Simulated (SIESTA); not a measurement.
The system is HgTe (Coloradoite).

```
CELL_PARAMETERS angstrom
0.00000 3.21450 3.21450
3.21450 0.00000 3.21450
3.21450 3.21450 0.00000
ATOMIC_POSITIONS crystal
Hg 0.00000 0.00000 0.00000
Te 0.75000 0.75000 0.75000
```

```yaml
Program: SIESTA 5.4.2
Task: single point
Functional: PBEsol
Potentials_or_basis: PseudoDojo 0.4 standard (PBEsol files)
Basis: DZP (energy shift 0.003 Ry; two zetas on semicore shells)
Grid_cutoff: 800 Ry
Energy_shift: 0.003 Ry
k_mesh: 7 × 7 × 7
Occupations: fermi-dirac, width 0.05 eV
Spin: no spin polarisation
```

On this cell: pressure 2.5 GPa; largest force zero by symmetry; band gap on the k mesh none (metal or under the smearing width).

The same run follows on a disturbed copy (atoms moved at random, drawn with an rms of 0.05 Å):

```
Hg Te
1.0
     0.00000    3.21450    3.21450
     3.21450    0.00000    3.21450
     3.21450    3.21450    0.00000
Hg Te
1 1
Direct
  0.99737 0.00315 0.99558
  0.74873 0.75226 0.74921
```

What does the disturbed cell give?

The energy (extrapolated to zero smearing) moves by +0.4 meV/atom; pressure 2.5 GPa; largest force 0.099 eV/Å; band gap on the k mesh none (metal or under the smearing width).

Forces in eV/Å, atoms in the order of the input:
```
Hg   0.046  0.087  0.009
Te  -0.047 -0.085 -0.009
```

Stress tensor (GPa, compression positive):
```
2.48 0.03 0.32
0.03 2.48 0.18
0.32 0.18 2.48
```

Caveats: short orbitals over semicore shells can move pressures by several GPa; the valence orbitals were made in a potential fitted to the semicore shell under them, which widens gaps by tenths of an eV or more; the basis of atomic orbitals isn't converged, which shifts pressures, moduli and gaps.
